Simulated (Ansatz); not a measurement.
# TiAl$_{3}$ (I4/mmm)

The calculation used Ansatz 0.2.0, DFT PBEsol, scalar-relativistic, plane waves, PAW.

Plane waves to 420 eV, a k mesh through Γ of 16×16×16 on the computed 4-atom cell and Gaussian smearing (0.10 eV); no spin polarisation.

The structure is relaxed at this level of theory with its symmetry kept.

```cif
data_structure
_symmetry_space_group_name_H-M 'I4/mmm'
_symmetry_Int_Tables_number 139
_cell_length_a 3.8155
_cell_length_b 3.8155
_cell_length_c 8.5540
_cell_angle_alpha 90.000
_cell_angle_beta 90.000
_cell_angle_gamma 90.000
_cell_volume 124.53
loop_
_atom_site_label
_atom_site_type_symbol
_atom_site_symmetry_multiplicity
_atom_site_Wyckoff_symbol
_atom_site_fract_x
_atom_site_fract_y
_atom_site_fract_z
_atom_site_occupancy
Ti1 Ti 2 a 0.00000 0.00000 0.00000 1
Al1 Al 2 b 0.50000 0.50000 0.00000 1
Al2 Al 4 d 0.00000 0.50000 0.25000 1
```

| Quantity | Value |
| --- | --- |
| Space group | I4/mmm (No. 139) |
| Volume per atom | 105.0 bohr³ |
| Formation energy from the elements' standard states (uncorrected) | -0.403 eV/atom |
| Kohn–Sham band gap | none (metal) |
| Density of states at the Fermi level | 1.69 states/eV per cell |
| Löwdin character within 0.5 eV of the Fermi level | Ti 3d 68 %, Al 3p 25 % |
| Bulk modulus | 111 GPa |
| Its pressure derivative | 4.0 |
| Bader charges (e) | Ti (1 in the cell) 0.73, Al (1 in the cell) -0.22, Al (2 in the cell) -0.26 |